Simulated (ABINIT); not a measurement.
Write the native input for ABINIT 10.8.3 (patched build) that does the following.

```
Task                                            : equation of state
Functional                                      : PBE
Potentials or basis                             : JTH PAW PBE v2.0
Cutoff                                          : 435 eV
k mesh                                          : 11 × 11 × 6
Occupations                                     : fermi-dirac, width 0.05 eV
Spin                                            : no spin polarisation
Fine-grid cutoff                                : 870.764 eV
Exchange and correlation inside the PAW spheres : full angular mesh (pawxcdev 0, this build's default; the released program takes 1)
```

The system is Ir.

```
CELL_PARAMETERS angstrom
2.75138 0.00000 0.00000
-1.37569 2.38276 0.00000
0.00000 0.00000 4.46229
ATOMIC_POSITIONS crystal
Ir 0.33333 0.66667 0.25000
Ir 0.66667 0.33333 0.75000
```

This isn't the form of Ir at room conditions, which is fcc.

The input as run:

run.abi

```
# Datasets: one volume each
ndtset 7
getwfk -1
scalecart1 3*0.9795861087
scalecart2 3*0.9864848297
scalecart3 3*0.9932883884
scalecart4 3*1.0000000000
scalecart5 3*1.0066227096
scalecart6 3*1.0131594038
scalecart7 3*1.0196128224

# Pseudopotentials
pp_dirpath "./"
pseudos "Ir.GGA_PBE-JTH.xml"

# Structure
acell 3*1.0 Angstrom
rprim
     2.7513778946     0.0000000000     0.0000000000
    -1.3756889473     2.3827631521     0.0000000000
     0.0000000000     0.0000000000     4.4622900000
ntypat 1
znucl 77
natom 2
typat 1 1
xred
     0.3333333333     0.6666666667     0.2500000000
     0.6666666667     0.3333333333     0.7500000000

# Plane-wave basis
ecut 435.382180 eV
pawecutdg 32.0

# k points
kptopt 1
ngkpt 11 11 6
nshiftk 1
shiftk 0.0 0.0 0.0

# Exchange and correlation
ixc 11

# Bands and occupations
nband 19
occopt 3
tsmear 0.00183747

# SCF cycle
nstep 100
tolvrs 1.0e-9

# Output
iomode 3
prtwf 1
prtden 0
prteig 0
prtebands 0
enunit 2
```

Potentials or basis: JTH PAW PBE v2.0.

Run with:

```console
$ abinit run.abi > log 2>&1
```

Results of the run:

```
Equilibrium volume                        : 14.57 Å³/atom
Bulk modulus at fixed shape and positions : 345 GPa
Pressure derivative of the bulk modulus   : 4.8 (rough: it moves with the points fitted)
```

Caveat: pressures at fixed basis lie under the slope of the energies; the cell was scaled at fixed shape and fractional positions, which overstates the stiffness of a crystal with free parameters, most of all of layers and chains.

Wall time 120 s on 1 thread of Arm Neoverse V2, on a shared host, peak memory 0.15 GiB.
